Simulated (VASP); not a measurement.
# K (Im-3m) in VASP: a series of runs

One crystal, K, is run at these levels: LDA, PBE+D3(BJ); tasks: single point, relaxation of cell and atoms.

All numbers are computed with VASP 6.6.1; they aren't measurements. Logs are shortened: lines on timing, memory, paths and dates and some standing lists are left out, and cuts for length are marked.

## 1. The crystal as given

The structure is cubic, space group Im-3m (No. 229). The conventional cell has a = 5.225 Å, b = 5.225 Å, c = 5.225 Å, α = 90.00°, β = 90.00°, γ = 90.00°.

## 2. Single point, LDA

File INCAR:

```
SYSTEM = K
  PREC = Accurate
  ENCUT = 520
  EDIFF = 1E-7
  ISMEAR = 1
  SIGMA = 0.1
  LREAL = .FALSE.
  LASPH = .TRUE.
  NELM = 80
  ALGO = Fast
  ISIF = 2
  LWAVE = .FALSE.
  LCHARG = .FALSE.
  NBANDS = 10
  KPAR = 4
```

File KPOINTS:

```
regular mesh
0
G
  6 6 6
  0 0 0
```

File POSCAR:

```
K
1.0
   -2.6125000000      2.6125000000      2.6125000000
    2.6125000000     -2.6125000000      2.6125000000
    2.6125000000      2.6125000000     -2.6125000000
K
1
Direct
    0.0000000000      0.0000000000      0.0000000000
```

Potentials or basis: VASP PAW LDA potentials, release 64 (K_sv).

Launch:

```bash
$ cat potpaw_LDA.64/K_sv/POTCAR > POTCAR
$ mpirun -np 4 vasp_std > vasp.out
```

OUTCAR:

```text
SYSTEM = K
   PREC = Accurate
   ENCUT = 520
   EDIFF = 1E-7
   ISMEAR = 1
   LREAL = .FALSE.
   LASPH = .TRUE.
   NELM = 80
   ISIF = 2

 ion  position               nearest neighbor table
   1  0.000  0.000  0.000-

  LATTYP: Found a body centered cubic cell.
 ALAT       =     5.2250000000

  Lattice vectors:

 A1 = (  -2.6125000000,   2.6125000000,   2.6125000000)
 A2 = (   2.6125000000,  -2.6125000000,   2.6125000000)
 A3 = (   2.6125000000,   2.6125000000,  -2.6125000000)

Analysis of symmetry for initial positions (statically):
=====================================================================
 Subroutine PRICEL returns:
 Original cell was already a primitive cell.

 Routine SETGRP: Setting up the symmetry group for a
 body centered cubic supercell.

 Subroutine GETGRP returns: Found 48 space group operations
 (whereof 48 operations were pure point group operations)
 out of a pool of 48 trial point group operations.

The static configuration has the point symmetry O_h .

Analysis of symmetry for dynamics (positions and initial velocities):
=====================================================================
 Subroutine PRICEL returns:
 Original cell was already a primitive cell.

 Routine SETGRP: Setting up the symmetry group for a
 body centered cubic supercell.

 Subroutine GETGRP returns: Found 48 space group operations
 (whereof 48 operations were pure point group operations)
 out of a pool of 48 trial point group operations.

The dynamic configuration has the point symmetry O_h .

 Subroutine INISYM returns: Found 48 space group operations
 (whereof 48 operations are pure point group operations),
 and found     1 'primitive' translations

----------------------------------------------------------------------------------------

                                     Primitive cell

  volume of cell :      71.3229

  direct lattice vectors                    reciprocal lattice vectors
    -2.612500000  2.612500000  2.612500000     0.000000000  0.191387560  0.191387560
     2.612500000 -2.612500000  2.612500000     0.191387560  0.000000000  0.191387560
     2.612500000  2.612500000 -2.612500000     0.191387560  0.191387560  0.000000000

  length of vectors
     4.524982735  4.524982735  4.524982735     0.270662883  0.270662883  0.270662883

  position of ions in fractional coordinates (direct lattice)
     0.000000000  0.000000000  0.000000000

  ion indices of the primitive-cell ions
   primitive index   ion index
                 1           1

----------------------------------------------------------------------------------------

 KPOINTS: regular mesh

Automatic generation of k-mesh.
 Grid dimensions read from file:
 generate k-points for:    6    6    6

 Generating k-lattice:

  Cartesian coordinates                     Fractional coordinates (reciprocal lattice)
     0.000000000  0.031897927  0.031897927     0.166666667  0.000000000  0.000000000
     0.031897927  0.000000000  0.031897927     0.000000000  0.166666667  0.000000000
     0.031897927  0.031897927  0.000000000     0.000000000  0.000000000  0.166666667

  Length of vectors
     0.045110480  0.045110480  0.045110480

  Shift w.r.t. Gamma in fractional coordinates (k-lattice)
     0.000000000  0.000000000  0.000000000

 Subroutine IBZKPT returns following result:
 ===========================================

 Found     16 irreducible k-points:

 Following reciprocal coordinates:
            Coordinates               Weight
  0.000000  0.000000  0.000000      1.000000
  0.166667  0.000000  0.000000     12.000000
  0.333333  0.000000  0.000000     12.000000
  0.500000  0.000000  0.000000      6.000000
  0.166667  0.166667  0.000000     24.000000
  0.333333  0.166667  0.000000     48.000000
[... 8 lines left out ...]
  0.500000  0.500000  0.333333     12.000000
  0.500000  0.500000  0.500000      1.000000
   k-points           NKPTS =     16   k-points in BZ     NKDIM =     16   number of bands    NBANDS=     10
   number of dos      NEDOS =    301   number of ions     NIONS =      1
   total plane-waves  NPLWV =  46656
   dimension x,y,z NGX =    36 NGY =   36 NGZ =   36
   dimension x,y,z NGXF=    72 NGYF=   72 NGZF=   72
   ions per type =               1
   NGX,Y,Z   is equivalent  to a cutoff of  13.23, 13.23, 13.23 a.u.
   NGXF,Y,Z  is equivalent  to a cutoff of  26.45, 26.45, 26.45 a.u.
 SYSTEM =  K
   PREC   = accura    normal or accurate (medium, high low for compatibility)
   ISTART =      0    job   : 0-new  1-cont  2-samecut
   ICHARG =      2    charge: 1-file 2-atom 10-const
   ISPIN  =      1    spin polarized calculation?
   LNONCOLLINEAR =      F non collinear calculations
   LSORBIT =      F    spin-orbit coupling
   LASPH  =      T    aspherical Exc in radial PAW
   ENCUT  =  520.0 eV  38.22 Ry    6.18 a.u.   8.41  8.41  8.41*2*pi/ulx,y,z
   NELM   =     80;   NELMIN=  2; NELMDL= -5     # of ELM steps
   EDIFF  = 0.1E-06   stopping-criterion for ELM
   LREAL  =      F    real-space projection
   EDIFFG = 0.1E-05   stopping-criterion for IOM
   NSW    =      0    number of steps for IOM
   IBRION =     -1    ionic relax: 0-MD 1-quasi-New 2-CG
   NFREE  =      0    steps in history (QN), initial steepest desc. (CG)
   ISIF   =      2    stress and relaxation
   ISYM   =      2    0-nonsym 1-usesym 2-fastsym
   POTIM  = 0.5000    time-step for ionic-motion
   TEBEG  =    0.0;   TEEND  =   0.0 temperature during run
   PSTRESS=    0.0 pullay stress
   NELECT =       9.0000    total number of electrons
   NUPDOWN=      -1.0000    fix difference up-down
   EMIN   =  10.00;   EMAX   =-10.00  energy-range for DOS
   EFERMI =   0.00;   METHOD = LEGACY
   ISMEAR =     1;   SIGMA  =   0.10  broadening in eV -4-tet -1-fermi 0-gaus
   EFERMI_NEDOS =   21; number of points for ismear=-14 and -15
   IALGO  =     68    algorithm
   IMIX   =      4    mixing-type and parameters
     AMIX     =   0.40;   BMIX     =  1.00
     AMIX_MAG =   1.60;   BMIX_MAG =  1.00
  volume/ion in A,a.u.               =      71.32       481.31
  Fermi-wavevector in a.u.,A,eV,Ry     =   0.821131  1.551714  9.173822  0.674257
  Thomas-Fermi vector in A             =   1.932236
   LORBIT       =      0    0 simple, 1 ext, 2 COOP (PROOUT), +10 PAW based schemes
   GGA     = CA    functional components
   LHFCALC =     F    Hartree Fock is set to
   AEXX    =    0.0000 exact exchange contribution
   IVDW    =     0    specifies the selected vdW correction
   LEPSILON=     F    determine dielectric tensor
   LRPA    =     F    only Hartree local field effects (RPA)
 non-spin polarized calculation
 RMM-DIIS sequential band-by-band and
 Methfessel and Paxton  Order N= 1 SIGMA  =   0.10
  energy-cutoff  :      520.00
  volume of cell :       71.32
 maximum number of plane-waves:      1961
 NGX is ok and might be reduce to    36
   NGX = 17   NGY = 17   NGZ = 17

 number of electron       9.0000000 magnetization

 Free energy of the ion-electron system (eV)
  ---------------------------------------------------
  ext. energy  EPLUGINS =         0.00000000
  ---------------------------------------------------
  free energy    TOTEN  =        -1.13428236 eV

  energy without entropy =       -1.12813048  energy(sigma->0) =       -1.13223173

 E-fermi :  -0.2178     XC(G=0):  -5.9490

 val. band max:       -0.4895478458   @ k =   0.1667   0.1667   0.1667
 cond. band min:      -0.2104310971   @ k =   0.3333   0.1667   0.0000
 fundamental gap:      0.2791167488
 Fermi energy:        -0.2178424738

 k-point     1 :       0.0000    0.0000    0.0000
  band No.  band energies     occupation
      1     -32.0428      2.00000
      2     -15.7203      2.00000
      3     -15.7203      2.00000
      4     -15.7203      2.00000
      5      -2.4515      2.00000
      6       3.9441      0.00000
      7       3.9441      0.00000
      8       3.9441      0.00000
      9       4.8996      0.00000
     10       4.8996      0.00000

 k-point     2 :       0.1667    0.0000    0.0000
  band No.  band energies     occupation
      1     -32.0415      2.00000
      2     -15.7403      2.00000
      3     -15.7270      2.00000
      4     -15.7203      2.00000
      5      -2.0993      2.00000
      6       3.3677      0.00000
      7       3.5831      0.00000
      8       4.2297      0.00000
      9       4.6500      0.00000
     10       4.8574      0.00000

 k-point     3 :       0.3333    0.0000    0.0000
  band No.  band energies     occupation
      1     -32.0389      2.00000
      2     -15.7796      2.00000
      3     -15.7402      2.00000
      4     -15.7202      2.00000
      5      -1.1107      2.00000
      6       1.9167      0.00000
      7       3.0571      0.00000
      8       4.7261      0.00000
      9       4.9929      0.00000
     10       5.0521      0.00000

 k-point     4 :       0.5000    0.0000    0.0000
  band No.  band energies     occupation
      1     -32.0376      2.00000
      2     -15.7989      2.00000
      3     -15.7468      2.00000
      4     -15.7202      2.00000
      5       0.1620     -0.00000
      6       0.5061     -0.00000
      7       2.8477      0.00000
      8       4.5488      0.00000
      9       5.4026      0.00000
     10       5.9633      0.00000
[... 118 lines left out ...]
 k-point    14 :      -0.3333    0.3333    0.3333
  band No.  band energies     occupation
      1     -32.0357      2.00000
      2     -15.7721      2.00000
      3     -15.7622      2.00000
      4     -15.7622      2.00000
      5       0.0596     -0.00062
      6       1.9602      0.00000
      7       3.1861      0.00000
      8       3.1861      0.00000
      9       3.7683      0.00000
     10       5.3568      0.00000

 k-point    15 :       0.5000    0.5000    0.3333
  band No.  band energies     occupation
      1     -32.0346      2.00000
      2     -15.7825      2.00000
      3     -15.7695      2.00000
      4     -15.7630      2.00000
      5       1.0678     -0.00000
      6       1.2691     -0.00000
      7       2.7598      0.00000
      8       3.1834      0.00000
      9       3.9551      0.00000
     10       6.0394      0.00000

 k-point    16 :       0.5000    0.5000    0.5000
  band No.  band energies     occupation
      1     -32.0336      2.00000
      2     -15.7770      2.00000
      3     -15.7770      2.00000
      4     -15.7770      2.00000
      5       1.4181     -0.00000
      6       1.4181     -0.00000
      7       3.2961      0.00000
      8       3.2961      0.00000
      9       3.2961      0.00000
     10       5.3525      0.00000

------------------------ aborting loop because EDIFF is reached ----------------------------------------

  FORCE on cell =-STRESS in cart. coord.  units (eV):
  Direction    XX          YY          ZZ          XY          YZ          ZX
  --------------------------------------------------------------------------------------
  -------------------------------------------------------------------------------------
  Total       -0.1656029     -0.1656029     -0.1656029      0.0000000      0.0000000      0.0000000
  in kB       -3.7200568     -3.7200568     -3.7200568      0.0000000      0.0000000      0.0000000
  external PRESSURE =      -3.7200568 kB  Pullay stress =       0.0000000 kB

 VOLUME and BASIS-vectors are now :
 -----------------------------------------------------------------------------
  energy-cutoff  :      520.00
  volume of cell :       71.32
      direct lattice vectors                 reciprocal lattice vectors
    -2.612500000  2.612500000  2.612500000     0.000000000  0.191387560  0.191387560
     2.612500000 -2.612500000  2.612500000     0.191387560  0.000000000  0.191387560
     2.612500000  2.612500000 -2.612500000     0.191387560  0.191387560  0.000000000

 POSITION                                       TOTAL-FORCE (eV/Angst)
 -----------------------------------------------------------------------------------
      0.00000      0.00000      0.00000         0.000000      0.000000      0.000000
 -----------------------------------------------------------------------------------
    total drift:                               -0.000000      0.000000      0.000000

  FREE ENERGIE OF THE ION-ELECTRON SYSTEM (eV)
  ---------------------------------------------------
  free  energy   TOTEN  =        -1.1342823580 eV

  energy  without entropy=       -1.1281304843  energy(sigma->0) =       -1.13223173
```

It took 2.9 s on 4 MPI ranks of Intel Xeon 6975P-C (Granite Rapids), shared host; peak memory 0.15 GiB.

Results:

```yaml
Free_energy: -1.1343 eV
Pressure: -0.4 GPa
Band_gap_on_the_k_mesh: none (metal or under the smearing width)
```

## 3. Relaxation of cell and atoms, PBE+D3(BJ)

File INCAR:

```
SYSTEM = K
PREC = Accurate ; ENCUT = 600
EDIFF = 1E-6 ; ISMEAR = 1
SIGMA = 0.1 ; LREAL = .FALSE.
LASPH = .TRUE. ; NELM = 80
ALGO = Normal ; ISIF = 3
LWAVE = .FALSE. ; LCHARG = .FALSE.
GGA = PE ; IVDW = 12
IBRION = 2 ; NSW = 90
EDIFFG = -0.01
```

File KPOINTS:

```
Automatic mesh
0
G
  10 10 10
  0 0 0
```

POSCAR is that of step 2.

Potentials or basis: VASP PAW PBE potentials, release 64 (K_sv).

Launch:

```bash
$ cat potpaw_PBE.64/K_sv/POTCAR > POTCAR
$ mpirun -np 1 vasp_std > vasp.out
```

It took 46 s on 1 thread of Intel Xeon Platinum 8488C (Sapphire Rapids), shared host; peak memory 0.23 GiB.

The run converged. Its results:

```
Free energy                            : -1.1614 eV
Relaxed volume                         : 68.96 Å³/atom
Relaxed cell                           : a = 4.474 Å, b = 4.474 Å, c = 4.474 Å, α = 109.47°, β = 109.47°, γ = 109.47°
Space group after relaxing (to 0.05 Å) : Im-3m (No. 229)
Energy gained by relaxing              : 1.1 meV/atom
Ionic steps                            : 5
Pressure after relaxing                : 0.0 GPa
Band gap on the k mesh                 : none (metal or under the smearing width)
Dispersion energy per atom             : -0.121 eV
```

The path:
| step | energy change (eV) | largest force (eV/Å) | pressure (GPa) | volume (Å³) |
| --- | --- | --- | --- | --- |
| 1 | 0.0000 | 0.0000 | -0.13 | 71.32 |
| 2 | -0.0005 | 0.0000 | -0.10 | 70.71 |
| 3 | -0.0009 | 0.0000 | -0.05 | 69.80 |
| 4 | -0.0009 | 0.0000 | 0.06 | 68.00 |
| 5 | -0.0011 | 0.0000 | -0.01 | 68.96 |

Final structure:
```yaml
crystal:
  lattice:
    - [-2.58335, 2.58335, 2.58335]
    - [2.58335, -2.58335, 2.58335]
    - [2.58335, 2.58335, -2.58335]
  atoms:
    - { symbol: K, position: [0.00000, 0.00000, 0.00000] }
```

Levels at points of the mesh, in eV from the Fermi level:
```csv
k point,band 1,band 2,band 3,band 4,band 5,band 6,band 7,band 8
"(0.00, 0.00, 0.00)",-32.09,-15.54,-15.54,-15.54,-2.25,4.36,4.36,4.36
"(0.50, 0.00, 0.00)",-32.09,-15.62,-15.57,-15.54,0.45,0.73,3.19,5.01
"(0.50, 0.50, 0.50)",-32.08,-15.60,-15.60,-15.60,1.64,1.64,3.66,3.66
```

Caveat: pairwise dispersion overbinds metals, which lowers pressure and volume.

## 4. Relaxation of cell and atoms, PBE+D3(BJ)

This run uses another cell than the first one, of 68.96 Å³/atom, 0.967 times its volume.

File INCAR:

```
SYSTEM = K
PREC = Accurate ; ENCUT = 600
EDIFF = 1E-7 ; ISMEAR = 1
SIGMA = 0.1 ; LREAL = .FALSE.
LASPH = .TRUE. ; NELM = 80
ALGO = Normal ; ISIF = 3
LWAVE = .FALSE. ; LCHARG = .FALSE.
GGA = PE ; IVDW = 12
IBRION = 2 ; NSW = 90
EDIFFG = -0.005
```

KPOINTS is that of step 3.

File POSCAR:

```
K                                       
1.0
   -2.5833500250      2.5833500250      2.5833500250
    2.5833500250     -2.5833500250      2.5833500250
    2.5833500250      2.5833500250     -2.5833500250
  K             
     1
Direct
     0.0000000000000000    0.0000000000000000    0.0000000000000000
```

Launch:

```bash
$ cat potpaw_PBE.64/K_sv/POTCAR > POTCAR
$ mpirun -np 1 vasp_std > vasp.out
```

Run time: 14 s. Hardware: 1 thread of Intel Xeon Platinum 8488C (Sapphire Rapids), shared host; peak memory 0.21 GiB.

It converged, with:

```
Free energy                : -1.1613 eV
Pressure after relaxing    : 0.0 GPa
Band gap on the k mesh     : none (metal or under the smearing width)
Dispersion energy per atom : -0.121 eV
```

Final structure:
```xyz
1
Lattice="-2.5834 2.5834 2.5834 2.5834 -2.5834 2.5834 2.5834 2.5834 -2.5834" Properties=species:S:1:pos:R:3 pbc="T T T"
K     0.0000    0.0000    0.0000
```

Levels at points of the mesh, in eV from the Fermi level:
| k point | band 2 | band 3 | band 4 | band 5 | band 6 | band 7 | band 8 |
| --- | --- | --- | --- | --- | --- | --- | --- |
| (0.00, 0.00, 0.00) | -15.54 | -15.54 | -15.54 | -2.25 | 4.36 | 4.36 | 4.36 |
| (0.50, 0.00, 0.00) | -15.62 | -15.57 | -15.54 | 0.45 | 0.73 | 3.19 | 5.01 |
| (0.50, 0.50, 0.50) | -15.60 | -15.60 | -15.60 | 1.64 | 1.64 | 3.66 | 3.66 |

Caveat: the relaxation stopped at its first step, so nothing moved; pairwise dispersion overbinds metals, which lowers pressure and volume.
